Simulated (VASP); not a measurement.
Write the native input for VASP 6.6.1 that does the following.

```
Task                   : relaxation of shape and atoms at fixed volume
Functional             : PBE
Dispersion             : D3(BJ)
Potentials or basis    : VASP PAW PBE potentials, release 64 (Mo_sv, P)
Cutoff                 : 600 eV
k mesh                 : 15 × 15 × 11
Occupations            : methfessel-paxton, width 0.1 eV
Spin                   : no spin polarisation
Further INCAR settings : ALGO = Fast; EDIFF = 1e-07; IBRION = 2; EDIFFG = -0.01; NSW = 40; ISIF = 4
```

The structure of MoP lies in POSCAR:

```
MoP                                     
1.0
    3.1782365302      0.0000000000      0.0000000000
   -1.5891182651      2.7524335744      0.0000000000
    0.0000000000      0.0000000000      3.1520840688
  Mo              P             
     1     1
Direct
     0.0000000000000000    0.0000000000000000    0.0000000000000000
     0.3333333332999970    0.6666666667000030    0.5000000000000000
```

The cell isn't the ideal one: a relaxed cell with its volume scaled by 0.98.

These files were run (other wordings do the same):

INCAR

```
  PREC = Accurate
  ENCUT = 600
  EDIFF = 1E-7
  ISMEAR = 1
  SIGMA = 0.1
  LREAL = F
  LASPH = T
  NELM = 80
  ALGO = Fast
  ISIF = 4
  LWAVE = F
  LCHARG = F
  GGA = PE
  IVDW = 12
  IBRION = 2
  NSW = 40
  EDIFFG = -0.01
```

KPOINTS

```
Automatic mesh
0
Gamma
  15 15 11
```

Potentials or basis: VASP PAW PBE potentials, release 64 (Mo_sv, P).

Run with:

```console
$ cat potpaw_PBE.64/Mo_sv/POTCAR potpaw_PBE.64/P/POTCAR > POTCAR
$ mpirun -np 1 vasp_std > vasp.out
```

It gave:

- Energy gained by relaxing: 0.2 meV/atom
- Ionic steps: 3
- Pressure after relaxing: 4.9 GPa
- Band gap on the k mesh: none (metal or under the smearing width)
- Dispersion energy per atom: -0.656 eV

Caveat: pairwise dispersion overbinds metals, which lowers pressure and volume.

It took 2.2 min on 1 thread of Intel(R) Xeon(R) Platinum 8488C (Sapphire Rapids) (shared host), peak memory 0.23 GiB.
